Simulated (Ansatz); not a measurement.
The system is Co.

```
CELL_PARAMETERS angstrom
2.48736 0.00000 0.00000
-1.24368 2.15412 0.00000
0.00000 0.00000 4.06329
ATOMIC_POSITIONS crystal
Co 0.33333 0.66667 0.74014
Co 0.66667 0.33333 0.25986
```

Base run:

- Program: Ansatz 0.2.0
- Functional: revPBE
- Potentials or basis: Ansatz PAW
- Cutoff: 420 eV (not typed: the program's choice for these potentials)
- k mesh: 12 × 12 × 7
- Occupations: fermi-dirac, width 0.05 eV
- Spin: collinear spin, ferromagnetic start
- Starting moments: [2.0, 2.0] μB

Its results: band gap on the k mesh none (metal or under the smearing width); pressure 5.0 GPa; net moment 3.29 μB per cell; site moments Co +1.73 μB; largest force 0.509 eV/Å.

Q: After a change of settings the same cell gave: band gap on the k mesh none (metal or under the smearing width); pressure -3.5 GPa; net moment 3.59 μB per cell; site moments Co +1.94 μB; largest force 0.193 eV/Å. Which change was it?
A. functional from revPBE to PBE; occupations from fermi-dirac, width 0.05 eV to gaussian, width 0.028 eV
B. functional from revPBE to BLYP
C. functional from revPBE to PBEsol
D. functional from revPBE to r2SCAN; cutoff from 420 eV (not typed: the program's choice for these potentials) to 500 eV (not typed: the program's choice for these potentials)

A: D.

Caveats: the PAW data sets come from PBE, with cores solved anew for the run's functional, which leaves a small shift of forces and pressure; the magnetic or orbital state may not be the lowest (some runs).
